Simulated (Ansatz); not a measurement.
Here is the system:

LiI (rock salt) is sheared across one {110} plane: the third cell vector gains the shift, so faults repeat every 6.4 Å. The cut lies between planes 2.13 Å apart; the cell height is held.

```yaml
crystal:
  lattice:
    - [4.25610, 0.00000, 0.00000]
    - [0.00000, 6.01904, 0.00000]
    - [2.12805, 3.00952, 6.38416]
  atoms:
    - { symbol: I, position: [0.00000, 0.00000, 0.83333] }
    - { symbol: I, position: [0.33333, 0.33333, 0.16667] }
    - { symbol: I, position: [0.66667, 0.66667, 0.50000] }
    - { symbol: Li, position: [0.00000, 0.50000, 0.83333] }
    - { symbol: Li, position: [0.33333, 0.83333, 0.16667] }
    - { symbol: Li, position: [0.66667, 0.16667, 0.50000] }
```

In-plane vectors a = (4.256, 0.000) Å, b = (0.000, 6.019) Å, area 25.62 Å². The shift is s times the vector a (length 4.256 Å), so s = 1 restores the start. Atoms relax along the normal only. γ = [E(shift) − E(0)] / area.

These are PBE (plane waves to 420 eV, PAW, scalar-relativistic; Ansatz, a quantum-chemistry and plane-wave program) values and carry that method's errors. k mesh 7×7×7 (Γ-centred), Fermi-Dirac smearing 0.05 eV. Energies are extrapolated to zero smearing. Faults lie only 6.4 Å apart, and holding the cell height raises γ above its relaxed value. LiI was relaxed with its symmetry unable to fall. Spin-orbit coupling is left out, though I is heavy. γ is measured from zero shift.

The scan covers s from 0.000 to 0.917 in 12 points.

Problem. Does γ have a local minimum between the ends of the line, and at which s?

Solution. No computed point is one.

Problem. At which s is γ highest?

Solution. s = 0.500.

Problem. What is the highest γ among twelve even steps of s?

Solution. 156 mJ/m².

(The slope of γ gives the shear force per area between the displaced halves; near zero shift its curvature is an elastic stiffness.)
